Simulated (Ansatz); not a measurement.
**Rutile GeO₂**

Method: PBE0 (plane waves, PAW; Ansatz, an electronic-structure program).

Numerical settings: plane-wave cutoff 500 eV, 6×6×8 k mesh (along the axes of the cell as run), gaussian smearing 0.02 eV, scalar-relativistic PAW data made under PBE.

Cell: relaxed with r²SCAN: a = 4.411 Å, b = 4.411 Å, c = 2.870 Å, α = 90.00°, β = 90.00°, γ = 90.00°.

```json
{
  "band_gap": "4.46 eV (on the SCF k mesh)"
}
```

Measured, for comparison: band gap 4.68 eV (temperature not stated, no zero-point or thermal correction, direct (forbidden), UV absorption; as tabulated in Mengle et al. (2019), arXiv:1905.10301).

Note: cell and atoms aren't relaxed at this level (largest force component 0.05 eV/Å, pressure -1.4 GPa).

Spin–orbit coupling is not included.

The computed numbers hold no vibrational or temperature effects.
